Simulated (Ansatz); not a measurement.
Runs of Ansatz 0.2.0 on CdTe. Symmetry: F-43m, No. 216, cubic system. Conventional cell: a = 6.410 Å, b = 6.410 Å, c = 6.410 Å, α = 90.00°, β = 90.00°, γ = 90.00°. Te (site symmetry -43m) is surrounded by 4 Cd at 2.78 Å. Around Cd (site symmetry -43m) lie 4 Te at 2.78 Å. 

| potentials or basis | cutoff (eV) | basis error allowed | gap on the mesh (eV) | pressure (GPa) |
| --- | --- | --- | --- | --- |
| all-electron LAPW, inner shells corrected to Dirac's equation | 260 | 0.001 eV/atom | 0.76 | 1.7 |
| all-electron LAPW, non-relativistic | 260 | 0.001 eV/atom | (a) | 3.7 |
| all-electron PAW datasets made for the crystal | 240 | - | 0.76 | 1.7 |
| all-electron LAPW, scalar-relativistic | 260 | 0.001 eV/atom | 0.76 | 1.7 |

Alike in all rows: task band structure; level PBEsol; no spin polarisation; cell as given; k mesh 7 × 7 × 7; smearing fermi-dirac 0.05 eV.

Task: Fill in the values left out.

Result: (a) 1.93.

Caveats: spin-orbit coupling is left out, which moves the levels of the heavy elements; relativity is left out, which matters for the heavier elements (some runs).

A k mesh can miss the band edges, and the runs leave out spin-orbit coupling on Cd, Te.

The runs don't all hold the same shells in valence.
